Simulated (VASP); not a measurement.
# MgS (Fm-3m) in VASP: a series of runs

The runs below take MgS through single point, relaxation of cell and atoms, with PBE.

Everything below comes from runs of VASP 6.6.1. Logs are shortened: lines on timing, memory, paths and dates and some standing lists are left out, and cuts for length are marked.

## 1. Starting point

It takes space group Fm-3m (No. 225, cubic). Conventional cell: a = 5.230 Å, b = 5.230 Å, c = 5.230 Å, α = 90.00°, β = 90.00°, γ = 90.00°. Around Mg (site symmetry m-3m) lie 6 S at 2.61 Å. Around S (site symmetry m-3m) lie 6 Mg at 2.61 Å.

The cell was built by a generator and needn't be a form met in nature.

## 2. Single point, PBE

INCAR

```
SYSTEM = MgS
PREC = Accurate
ENCUT = 520
EDIFF = 1E-6
ISMEAR = 0
SIGMA = 0.02
LREAL = .FALSE.
LASPH = .TRUE.
NELM = 80
ALGO = Normal
ISIF = 2
LWAVE = .FALSE.
LCHARG = .TRUE.
GGA = PE
LELF = .TRUE.
LVHAR = .TRUE.
NBANDS = 21
```

KPOINTS

```
Automatic mesh
0
G
  9 9 4
  0 0 0
```

POSCAR

```
MgS
1.0
    3.6979480323     -0.0000002901      0.0000000000
   -1.8489737649      3.2025170829      0.0000000000
    0.0000000000      0.0000000000      9.0581191157
Mg S
3 3
Direct
    0.0000000000      0.0000000000      0.0000000000
    0.3333333333      0.6666666667      0.3333333333
    0.6666666667      0.3333333333      0.6666666667
    0.6666666667      0.3333333333      0.1666666667
    0.0000000000      0.0000000000      0.5000000000
    0.3333333333      0.6666666667      0.8333333333
```

Potentials or basis: VASP PAW PBE potentials, release 64 (Mg, S).

Started as:

```sh
$ cat potpaw_PBE.64/Mg/POTCAR potpaw_PBE.64/S/POTCAR > POTCAR
$ mpirun -np 1 vasp_std > vasp.out
```

OUTCAR:

```text
SYSTEM = MgS
   PREC = Accurate
   ENCUT = 520
   EDIFF = 1E-6
   ISMEAR = 0
   LREAL = .FALSE.
   LASPH = .TRUE.
   NELM = 80
   ISIF = 2
   GGA = PE

 ion  position               nearest neighbor table
   1  0.000  0.000  0.000-   4 2.61   6 2.61   6 2.61   4 2.61   4 2.61   6 2.61
   2  0.333  0.667  0.333-   4 2.61   4 2.61   4 2.61   5 2.61   5 2.61   5 2.61
   3  0.667  0.333  0.667-   6 2.61   6 2.61   6 2.61   5 2.61   5 2.61   5 2.61
   4  0.667  0.333  0.167-   2 2.61   2 2.61   2 2.61   1 2.61   1 2.61   1 2.61
   5  0.000  0.000  0.500-   2 2.61   3 2.61   2 2.61   3 2.61   3 2.61   2 2.61
   6  0.333  0.667  0.833-   3 2.61   3 2.61   3 2.61   1 2.61   1 2.61   1 2.61

  LATTYP: Found a hexagonal cell.
 ALAT       =     3.6979480323
 C/A-ratio  =     2.4494987589

  Lattice vectors:

 A1 = (   3.6979480323,  -0.0000002901,   0.0000000000)
 A2 = (  -1.8489737649,   3.2025170829,   0.0000000000)
 A3 = (   0.0000000000,   0.0000000000,   9.0581191157)

Analysis of symmetry for initial positions (statically):
=====================================================================
 Subroutine PRICEL returns following result:

  LATTYP: Found a face centered cubic cell.
 ALAT       =     5.2297010928

  Lattice vectors:

 A1 = (   1.8489739322,  -1.0675057909,   3.0193730383)
 A2 = (   0.0000001673,   2.1350112920,   3.0193730383)
 A3 = (  -1.8489740995,  -1.0675055011,   3.0193730392)

   3 primitive cells build up your supercell.

 Routine SETGRP: Setting up the symmetry group for a
 hexagonal supercell.

 Subroutine GETGRP returns: Found 12 space group operations
 (whereof 12 operations were pure point group operations)
 out of a pool of 24 trial point group operations.

The static configuration has the point symmetry D_3d.

Analysis of symmetry for dynamics (positions and initial velocities):
=====================================================================
 Subroutine PRICEL returns following result:

  LATTYP: Found a face centered cubic cell.
 ALAT       =     5.2297010928

  Lattice vectors:

 A1 = (   1.8489739322,  -1.0675057909,   3.0193730383)
 A2 = (   0.0000001673,   2.1350112920,   3.0193730383)
 A3 = (  -1.8489740995,  -1.0675055011,   3.0193730392)

   3 primitive cells build up your supercell.

[... 100 lines left out ...]
   ICHARG =      2    charge: 1-file 2-atom 10-const
   ISPIN  =      1    spin polarized calculation?
   LNONCOLLINEAR =      F non collinear calculations
   LSORBIT =      F    spin-orbit coupling
   LASPH  =      T    aspherical Exc in radial PAW
   ENCUT  =  520.0 eV  38.22 Ry    6.18 a.u.   6.88  6.88 16.84*2*pi/ulx,y,z
   NELM   =     80;   NELMIN=  2; NELMDL= -5     # of ELM steps
   EDIFF  = 0.1E-05   stopping-criterion for ELM
   LREAL  =      F    real-space projection
   EDIFFG = 0.1E-04   stopping-criterion for IOM
   NSW    =      0    number of steps for IOM
   IBRION =     -1    ionic relax: 0-MD 1-quasi-New 2-CG
   NFREE  =      0    steps in history (QN), initial steepest desc. (CG)
   ISIF   =      2    stress and relaxation
   ISYM   =      2    0-nonsym 1-usesym 2-fastsym
   POTIM  = 0.5000    time-step for ionic-motion
   TEBEG  =    0.0;   TEEND  =   0.0 temperature during run
   PSTRESS=    0.0 pullay stress
   NELECT =      24.0000    total number of electrons
   NUPDOWN=      -1.0000    fix difference up-down
   EMIN   =  10.00;   EMAX   =-10.00  energy-range for DOS
   EFERMI =   0.00;   METHOD = LEGACY
   ISMEAR =     0;   SIGMA  =   0.02  broadening in eV -4-tet -1-fermi 0-gaus
   EFERMI_NEDOS =   21; number of points for ismear=-14 and -15
   IALGO  =     38    algorithm
   IMIX   =      4    mixing-type and parameters
     AMIX     =   0.40;   BMIX     =  1.00
     AMIX_MAG =   1.60;   BMIX_MAG =  1.00
  volume/ion in A,a.u.               =      17.88       120.65
  Fermi-wavevector in a.u.,A,eV,Ry     =   0.993837  1.878080 13.438637  0.987712
  Thomas-Fermi vector in A             =   2.125747
   LORBIT       =      0    0 simple, 1 ext, 2 COOP (PROOUT), +10 PAW based schemes
   GGA     = PE    functional components
   LHFCALC =     F    Hartree Fock is set to
   AEXX    =    0.0000 exact exchange contribution
   IVDW    =     0    specifies the selected vdW correction
   LEPSILON=     F    determine dielectric tensor
   LRPA    =     F    only Hartree local field effects (RPA)
 non-spin polarized calculation
 Gauss-broadening in eV      SIGMA  =   0.02
  energy-cutoff  :      520.00
  volume of cell :      107.27
 maximum number of plane-waves:      2908
   NGX = 13   NGY = 13   NGZ = 33

 number of electron      24.0000000 magnetization

 Free energy of the ion-electron system (eV)
  ---------------------------------------------------
  ext. energy  EPLUGINS =         0.00000000
  ---------------------------------------------------
  free energy    TOTEN  =       -25.50936185 eV

  energy without entropy =      -25.50936185  energy(sigma->0) =      -25.50936185

 E-fermi :   3.6918     XC(G=0):  -9.6259

 val. band max:        3.5906360825   @ k =   0.0000   0.0000   0.0000
 cond. band min:       6.4404130081   @ k =   0.4444   0.0000   0.0000
 fundamental gap:      2.8497769256
 Fermi energy:         3.6917502480

 k-point     1 :       0.0000    0.0000    0.0000
  band No.  band energies     occupation
      1      -8.9908      2.00000
      2      -8.1158      2.00000
      3      -8.1158      2.00000
      4      -0.1913      2.00000
      5      -0.1913      2.00000
      6       3.1438      2.00000
[... 565 lines left out ...]
     20      11.6037      0.00000
     21      11.6605      0.00000

 [... further k-points ...]
[... 5 lines left out ...]
  --------------------------------------------------------------------------------------
  -------------------------------------------------------------------------------------
  Total       -0.1915579     -0.1915579     -0.1926885     -0.0000000      0.0000000     -0.0000000
  in kB       -2.8610173     -2.8610173     -2.8779034     -0.0000000      0.0000000     -0.0000000
  external PRESSURE =      -2.8666460 kB  Pullay stress =       0.0000000 kB

 VOLUME and BASIS-vectors are now :
 -----------------------------------------------------------------------------
  energy-cutoff  :      520.00
  volume of cell :      107.27
      direct lattice vectors                 reciprocal lattice vectors
     3.697948032 -0.000000290  0.000000000     0.270420254  0.156127178  0.000000000
    -1.848973765  3.202517083  0.000000000     0.000000024  0.312254398  0.000000000
     0.000000000  0.000000000  9.058119116     0.000000000  0.000000000  0.110398195

 POSITION                                       TOTAL-FORCE (eV/Angst)
 -----------------------------------------------------------------------------------
      0.00000      0.00000      0.00000         0.000000      0.000000     -0.000000
      0.00000      2.13501      3.01937         0.000000      0.000000     -0.000000
      1.84897      1.06751      6.03875        -0.000000      0.000000      0.000000
      1.84897      1.06751      1.50969         0.000000     -0.000000      0.000000
      0.00000      0.00000      4.52906        -0.000000      0.000000     -0.000000
      0.00000      2.13501      7.54843         0.000000      0.000000     -0.000000
 -----------------------------------------------------------------------------------
    total drift:                                0.000000     -0.000000      0.000000

  FREE ENERGIE OF THE ION-ELECTRON SYSTEM (eV)
  ---------------------------------------------------
  free  energy   TOTEN  =       -25.5093618514 eV

  energy  without entropy=      -25.5093618514  energy(sigma->0) =      -25.50936185
```

It took 40 s on 1 thread of Intel Xeon 6975P-C (Granite Rapids), shared host; peak memory 0.26 GiB.

What came out:

- Free energy: -25.5094 eV
- Pressure: -0.3 GPa
- Band gap on the k mesh: 2.85 eV

Levels at points of the mesh, in eV from the valence-band top:
```csv
k point,band 8,band 9,band 10,band 11,band 12,band 13,band 14,band 15,band 16,band 17
"(0.00, 0.00, 0.00)",-0.45,-0.45,0.00,0.00,0.00,3.59,4.75,4.75,7.32,7.32
"(0.00, 0.00, 0.50)",-0.57,-0.16,-0.16,-0.16,-0.16,4.53,4.71,4.71,6.89,6.89
```

Caveat: an odd mesh through Γ misses points on the zone boundary, where band edges often lie.

## 3. Relaxation of cell and atoms, PBE

This run uses another cell than the first one, of 17.61 Å³/atom, 0.985 times its volume.

INCAR

```
ALGO = Normal
EDIFF = 1E-6
EDIFFG = -0.005
ENCUT = 600
GGA = PE
IBRION = 2
ISIF = 3
ISMEAR = 0
LASPH = T
LCHARG = F
LREAL = F
LWAVE = F
NELM = 100
NSW = 100
PREC = Accurate
SIGMA = 0.02
```

KPOINTS

```
k-points
0
Gamma
  9 9 4
```

POSCAR

```
MgS
1.0
    3.6792890000      0.0000000000      0.0000000000
   -1.8396440000      3.1863570000      0.0000000000
    0.0000000000      0.0000000000      9.0123800000
Mg S
3 3
Direct
    0.0000000000      0.0000000000      0.0000000000
    0.3333333300      0.6666666700      0.3333333300
    0.6666666700      0.3333333300      0.6666666700
    0.6666666700      0.3333333300      0.1666666700
    0.0000000000      0.0000000000      0.5000000000
    0.3333333300      0.6666666700      0.8333333300
```

Potentials or basis: VASP PAW PBE potentials, release 64 (Mg, S).

Started as:

```sh
$ cat potpaw_PBE.64/Mg/POTCAR potpaw_PBE.64/S/POTCAR > POTCAR
$ mpirun -np 1 vasp_std > vasp.out
```

OUTCAR:

```text
EDIFF = 1E-6
   EDIFFG = -0.005
   ENCUT = 600
   GGA = PE
   IBRION = 2
   ISIF = 3
   ISMEAR = 0
   LASPH = T
   LREAL = F
   NELM = 100
   NSW = 100
   PREC = Accurate

 ion  position               nearest neighbor table
   1  0.000  0.000  0.000-   6 2.60   4 2.60   6 2.60   4 2.60   4 2.60   6 2.60
   2  0.333  0.667  0.333-   4 2.60   5 2.60   4 2.60   5 2.60   4 2.60   5 2.60
   3  0.667  0.333  0.667-   6 2.60   5 2.60   6 2.60   5 2.60   6 2.60   5 2.60
   4  0.667  0.333  0.167-   2 2.60   1 2.60   2 2.60   1 2.60   2 2.60   1 2.60
   5  0.000  0.000  0.500-   2 2.60   3 2.60   3 2.60   2 2.60   3 2.60   2 2.60
   6  0.333  0.667  0.833-   3 2.60   1 2.60   3 2.60   1 2.60   3 2.60   1 2.60

  LATTYP: Found a hexagonal cell.
 ALAT       =     3.6792890000
 C/A-ratio  =     2.4494895617

  Lattice vectors:

 A1 = (   3.6792890000,   0.0000000000,   0.0000000000)
 A2 = (  -1.8396440000,   3.1863570000,   0.0000000000)
 A3 = (   0.0000000000,   0.0000000000,   9.0123800000)

Analysis of symmetry for initial positions (statically):
=====================================================================
 Subroutine PRICEL returns following result:

  LATTYP: Found a face centered cubic cell.
 ALAT       =     5.2032998764

  Lattice vectors:

 A1 = (   1.8396443149,  -1.0621189894,   3.0041266366)
 A2 = (   0.0000003149,   2.1242380106,   3.0041266366)
 A3 = (  -1.8396446299,  -1.0621190212,   3.0041267267)

[... 193 lines left out ...]
  in kB        8.9237297      8.9237256      8.9069235      0.0000014      0.0000000      0.0000000
  external PRESSURE =       8.9181263 kB  Pullay stress =       0.0000000 kB
[... 67 lines left out ...]
--------------------------------------- Ionic step        3  -------------------------------------------

 number of electron      23.9999997 magnetization

 Free energy of the ion-electron system (eV)
  ---------------------------------------------------
  ext. energy  EPLUGINS =         0.00000000
  ---------------------------------------------------
  free energy    TOTEN  =       -25.51064535 eV

  energy without entropy =      -25.51064535  energy(sigma->0) =      -25.51064535

 E-fermi :   3.7687     XC(G=0):  -9.6409

 val. band max:        3.6228260426   @ k =   0.0000   0.0000   0.0000
 cond. band min:       6.4808620009   @ k =   0.4444  -0.0000   0.0000
 fundamental gap:      2.8580359583
 Fermi energy:         3.7686561818

 k-point     1 :       0.0000    0.0000    0.0000
  band No.  band energies     occupation
      1      -8.9789      2.00000
      2      -8.0979      2.00000
      3      -8.0979      2.00000
      4      -0.1727      2.00000
      5      -0.1727      2.00000
      6       3.1726      2.00000
[... 433 lines left out ...]
      3      -7.4826      2.00000
      4      -0.1328      2.00000
      5       0.3005      2.00000
      6       0.5329      2.00000
[... 8 lines left out ...]
     15       8.9712      0.00000
     16       9.3214      0.00000

 [... further k-points ...]

------------------------ aborting loop because EDIFF is reached ----------------------------------------

  FORCE on cell =-STRESS in cart. coord.  units (eV):
  Direction    XX          YY          ZZ          XY          YZ          ZX
  --------------------------------------------------------------------------------------
  -------------------------------------------------------------------------------------
  Total        0.0043197      0.0043197      0.0036491      0.0000000      0.0000000     -0.0000000
  in kB        0.0647555      0.0647555      0.0547017      0.0000000      0.0000000     -0.0000000
  external PRESSURE =       0.0614042 kB  Pullay stress =       0.0000000 kB
[... 21 lines left out ...]
  FREE ENERGIE OF THE ION-ELECTRON SYSTEM (eV)
  ---------------------------------------------------
  free  energy   TOTEN  =       -25.5106453528 eV

  energy  without entropy=      -25.5106453528  energy(sigma->0) =      -25.51064535

 reached required accuracy - stopping structural energy minimisation
```

OSZICAR:

```text
N       E                     dE             d eps       ncg     rms          rms(c)
DAV:   1     0.118699440679E+03    0.11870E+03   -0.10886E+04  1376   0.141E+03
DAV:   2    -0.176367532577E+02   -0.13634E+03   -0.13367E+03  1936   0.201E+02
DAV:   3    -0.266312236211E+02   -0.89945E+01   -0.89878E+01  1808   0.607E+01
[... 21 lines left out ...]
DAV:   2    -0.255106983634E+02    0.52739E-03   -0.13445E-03  1408   0.183E-01    0.640E-02
DAV:   3    -0.255106405869E+02    0.57777E-04   -0.30288E-04  1584   0.836E-02    0.354E-02
DAV:   4    -0.255106417607E+02   -0.11738E-05   -0.56882E-06  1688   0.146E-02    0.295E-02
DAV:   5    -0.255106463337E+02   -0.45730E-05   -0.35760E-06  1336   0.118E-02    0.940E-03
DAV:   6    -0.255106453528E+02    0.98090E-06   -0.36210E-07   696   0.343E-03
   3 F= -.25510645E+02 E0= -.25510645E+02  d E =-.334266E-02
```

Wall time 80 s (1 thread of Intel Xeon 6975P-C (Granite Rapids), shared host); peak memory 0.3 GiB.

Results:

| Quantity | Value |
| --- | --- |
| Free energy | -25.5106 eV |
| Relaxed volume | 17.81 Å³/atom |
| Relaxed cell | a = 3.693 Å, b = 3.693 Å, c = 9.047 Å, α = 90.00°, β = 90.00°, γ = 120.00° |
| Space group after relaxing (to 0.05 Å) | Fm-3m (No. 225) |
| Energy gained by relaxing | 0.6 meV/atom |
| Ionic steps | 3 |
| Pressure after relaxing | 0.0 GPa |
| Band gap on the k mesh | 2.86 eV |

Step by step:
```csv
step,energy change (eV),largest force (eV/Å),pressure (GPa),volume (Å³)
1,0.0000,0.0000,0.89,105.66
2,-0.0032,0.0000,-0.19,107.16
3,-0.0033,0.0000,0.01,106.88
```

Final structure:
```cif
data_structure
_symmetry_space_group_name_H-M 'P 1'
_symmetry_Int_Tables_number 1
_cell_length_a 3.6934
_cell_length_b 3.6934
_cell_length_c 9.0470
_cell_angle_alpha 90.000
_cell_angle_beta 90.000
_cell_angle_gamma 120.000
_cell_volume 106.88
loop_
_atom_site_label
_atom_site_type_symbol
_atom_site_fract_x
_atom_site_fract_y
_atom_site_fract_z
_atom_site_occupancy
Mg1 Mg 0.00000 0.00000 0.00000 1
Mg2 Mg 0.33333 0.66667 0.33333 1
Mg3 Mg 0.66667 0.33333 0.66667 1
S1 S 0.66667 0.33333 0.16667 1
S2 S 0.00000 0.00000 0.50000 1
S3 S 0.33333 0.66667 0.83333 1
```

Caveat: an odd mesh through Γ misses points on the zone boundary, where band edges often lie.
